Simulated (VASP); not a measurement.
A run of VASP 6.6.1 is set up as follows.

File INCAR:

```
PREC = Accurate
ENCUT = 600
EDIFF = 1E-7
ISMEAR = 1
SIGMA = 0.1
LREAL = False
LASPH = True
NELM = 80
ALGO = Normal
ISIF = 3
LWAVE = False
LCHARG = False
GGA = PS
IBRION = 2
NSW = 90
EDIFFG = -0.005
KPAR = 2
```

Contents of KPOINTS:

```
regular mesh
0
Gamma
  12 12 8
```

File POSCAR:

```
As                                      
1.0
    1.8683397946     -5.4362564535      0.0000000000
    1.8683397946      5.4362564535     -0.0000000000
    0.0000000000     -0.0000000000      4.2859905930
  As            
     4
Direct
     0.1122428094952629    0.8877571905047372    0.0549207831185035
     0.6122428094952628    0.3877571905047371    0.4450792168814965
     0.8877571905047372    0.1122428094952629    0.9450792168814968
     0.3877571905047371    0.6122428094952628    0.5549207831185032
```

Potentials or basis: VASP PAW PBE potentials, release 64 (As).

Command:

```sh
$ cat potpaw_PBE.64/As/POTCAR > POTCAR
$ mpirun -np 2 vasp_std > vasp.out
```

Problem. What does it give for the relaxed volume?

Solution. 21.75 Å³/atom.

Problem. Estimate the relaxed cell.

Solution. a = 5.750 Å, b = 5.750 Å, c = 4.277 Å, α = 90.00°, β = 90.00°, γ = 142.03°.

Final structure:
```
As
1.0
     1.87064   -5.43729    0.00000
     1.87064    5.43729    0.00000
     0.00000    0.00000    4.27672
As
4
Direct
  0.11228 0.88772 0.05470
  0.61228 0.38772 0.44530
  0.88772 0.11228 0.94530
  0.38772 0.61228 0.55470
```

Caveat: the PAW data sets were made with another functional, which shifts forces and pressure a little.
